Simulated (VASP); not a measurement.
SnS2:

```
Sn S
1.0
     3.63900    0.00000    0.00000
    -1.81950    3.15147    0.00000
     0.00000    0.00000    5.86800
Sn S
1 2
Direct
  0.00000 0.00000 0.00000
  0.33333 0.66667 0.25000
  0.66667 0.33333 0.75000
```

| Property | Result |
| --- | --- |
| Program | VASP 6.6.1 |
| Task | relaxation of cell and atoms |
| Functional | PBE |
| Dispersion | D3(BJ) |
| Potentials or basis | VASP PAW PBE potentials, release 64 (Sn_d, S) |
| Cutoff | 520 eV |
| k mesh | 12 × 12 × 6 |
| Occupations | gaussian, width 0.02 eV |
| Spin | no spin polarisation |

At the start: pressure 1.7 GPa; volume 22.43 Å³/atom.

**Question.** Where does the relaxation end?

**Answer.** Over 29 steps the energy falls by 3.1 meV/atom and the volume is 22.52 Å³/atom (+0.4 %); space group P-3m1 (No. 164, to 0.05 Å).

Step by step:
| step | energy change (eV) | largest force (eV/Å) | pressure (GPa) | volume (Å³) |
| --- | --- | --- | --- | --- |
| 1 | 0.0000 | 0.2534 | 1.68 | 67.30 |
| 2 | -0.0011 | 0.1857 | -1.54 | 69.61 |
| 3 | -0.0077 | 0.0195 | -0.03 | 68.48 |
| 4 | -0.0077 | 0.0154 | -0.09 | 68.50 |
| 5 | -0.0080 | 0.0228 | -0.10 | 68.46 |
| 6 | -0.0084 | 0.0472 | -0.12 | 68.33 |
| 7 | -0.0086 | 0.0462 | 0.00 | 68.18 |
| 8 | -0.0087 | 0.0470 | 0.02 | 68.09 |
| 9 | -0.0089 | 0.0461 | 0.13 | 67.91 |
| 10 | -0.0090 | 0.0460 | 0.26 | 67.55 |
| 11 | -0.0092 | 0.0296 | 0.18 | 67.52 |
| 12 | -0.0093 | 0.0070 | 0.03 | 67.47 |
| 13 | -0.0093 | 0.0034 | 0.06 | 67.47 |
| 14 | -0.0093 | 0.0032 | 0.03 | 67.50 |
| 15 | -0.0093 | 0.0025 | -0.02 | 67.55 |
| 16 | -0.0093 | 0.0004 | 0.02 | 67.55 |
| 17 | -0.0093 | 0.0004 | 0.02 | 67.55 |
| 18 | -0.0093 | 0.0020 | 0.01 | 67.55 |
| 19 | -0.0093 | 0.0030 | 0.01 | 67.55 |
| 20 | -0.0093 | 0.0027 | 0.01 | 67.55 |
| 21 | -0.0093 | 0.0034 | 0.01 | 67.55 |
| 22 | -0.0093 | 0.0026 | 0.00 | 67.55 |
| 23 | -0.0093 | 0.0025 | 0.00 | 67.55 |
| 24 | -0.0093 | 0.0024 | 0.00 | 67.55 |
| 25 | -0.0093 | 0.0020 | 0.02 | 67.55 |
| 26 | -0.0093 | 0.0003 | -0.01 | 67.56 |
| 27 | -0.0093 | 0.0012 | -0.02 | 67.56 |
| 28 | -0.0093 | 0.0017 | -0.01 | 67.55 |
| 29 | -0.0093 | 0.0013 | 0.00 | 67.55 |

Final structure:
```cif
data_structure
_symmetry_space_group_name_H-M 'P 1'
_symmetry_Int_Tables_number 1
_cell_length_a 3.6668
_cell_length_b 3.6668
_cell_length_c 5.8016
_cell_angle_alpha 90.000
_cell_angle_beta 90.000
_cell_angle_gamma 120.000
_cell_volume 67.55
loop_
_atom_site_label
_atom_site_type_symbol
_atom_site_fract_x
_atom_site_fract_y
_atom_site_fract_z
_atom_site_occupancy
Sn1 Sn 0.00000 0.00000 0.00000 1
S1 S 0.33333 0.66667 0.25479 1
S2 S 0.66667 0.33333 0.74521 1
```
